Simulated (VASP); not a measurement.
Input of a VASP 6.6.1 run:

File INCAR:

```
SYSTEM = BN
PREC = Accurate
ENCUT = 600
EDIFF = 1E-7
ISMEAR = -1
SIGMA = 0.05
LREAL = .FALSE.
LASPH = .TRUE.
NELM = 60
ALGO = Normal
ISIF = 3
LWAVE = .FALSE.
LCHARG = .FALSE.
GGA = B5
ALDAX = 1.0
AGGAX = 1.0
AGGAC = 1.0
ALDAC = 0.0
IVDW = 13
VDW_S6 = 1.0
VDW_S8 = 2.34076671
VDW_A1 = 0.44488865
VDW_A2 = 4.0933009
IBRION = 2
NSW = 60
EDIFFG = -0.02
```

File KPOINTS:

```
Automatic mesh
0
G
  12 12 12
  0 0 0
```

File POSCAR:

```
BN
1.0
    1.2511217832      0.7223354983      3.3729344033
   -1.2511217832      0.7223354983      3.3729344033
    0.0000000000     -1.4446709966      3.3729344033
N B
1 1
Direct
    0.6672382000      0.6672382000      0.6672382000
    0.0003288000      0.0003288000      0.0003288000
```

Potentials or basis: VASP PAW PBE potentials, release 64 (N, B).

Run with:

```bash
$ cat potpaw_PBE.64/N/POTCAR potpaw_PBE.64/B/POTCAR > POTCAR
$ mpirun -np 1 vasp_std > vasp.out
```

(1) What does it give for the relaxed volume?

(2) What does it give for the relaxed cell?

(3) Estimate the band gap on the k mesh.

(4) Predict the space group after relaxing (to 0.05 Å).

## Answers

(1) 8.55 Å³/atom.

(2) a = 3.462 Å, b = 3.462 Å, c = 3.462 Å, α = 42.42°, β = 42.42°, γ = 42.42°.

(3) 4.18 eV, indirect (least direct gap 4.78 eV).

(4) R3m (No. 160).

Caveat: the PAW data sets were made with another functional, which shifts forces and pressure a little.
